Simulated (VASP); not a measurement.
Here is a VASP 6.6.1 calculation.

INCAR

```
SYSTEM = TiC
PREC     = Accurate       ! precision mode
ENCUT    = 520            ! plane-wave cutoff, eV
EDIFF    = 1E-6           ! SCF threshold, eV
ISMEAR   = 1              ! smearing method
SIGMA    = 0.1            ! smearing width, eV
LREAL    = .False.        ! projectors in reciprocal space
LASPH    = .True.         ! aspherical terms in the spheres
NELM     = 80             ! most SCF steps
ALGO     = Normal         ! electronic algorithm
ISIF     = 2              ! what is computed and relaxed
LWAVE    = .False.        ! write WAVECAR
LCHARG   = .False.        ! write CHGCAR
LDIPOL   = .True.       
IDIPOL   = 3            
DIPOL    = 0.5 0.5 0.500
GGA      = PS             ! functional
IBRION   = 2              ! ionic algorithm
NSW      = 100            ! ionic steps
EDIFFG   = -0.015         ! ionic threshold
KPAR     = 8
```

KPOINTS

```
Automatic mesh
0
Gamma
  10 10 1
  0 0 0
```

The input POSCAR:

```
TiC
1.0
    3.0537113450      0.0000000000      0.0000000000
    0.0000000000      3.0537113450      0.0000000000
    0.0000000000      0.0000000000     35.4337000000
Ti C
10 10
Direct
    0.5000000000      0.5000000000      0.2257737690
    0.0000000000      0.0000000000      0.2867129315
    0.5000000000      0.5000000000      0.3476520939
    0.0000000000      0.0000000000      0.4085912563
    0.5000000000      0.5000000000      0.4695304188
    0.0000000000      0.0000000000      0.5304695812
    0.5000000000      0.5000000000      0.5914087437
    0.0000000000      0.0000000000      0.6523479061
    0.5000000000      0.5000000000      0.7132870685
    0.0000000000      0.0000000000      0.7742262310
    0.0000000000      0.0000000000      0.2257737690
    0.5000000000      0.5000000000      0.2867129315
    1.0000000000      0.0000000000      0.3476520939
    0.5000000000      0.5000000000      0.4085912563
    0.0000000000      0.0000000000      0.4695304188
    0.5000000000      0.5000000000      0.5304695812
    0.0000000000      1.0000000000      0.5914087437
    0.5000000000      0.5000000000      0.6523479061
    0.0000000000      1.0000000000      0.7132870685
    0.5000000000      0.5000000000      0.7742262310
```

Potentials or basis: VASP PAW PBE potentials, release 64 (Ti_sv, C).

The run is started by

```console
$ cat potpaw_PBE.64/Ti_sv/POTCAR potpaw_PBE.64/C/POTCAR > POTCAR
$ mpirun -np 8 vasp_std > vasp.out
```

(1) Predict the energy gained by relaxing.

(2) What does it give for the band gap on the k mesh?

Answers

(1) 10.3 meV/atom.

(2) none (metal or under the smearing width).
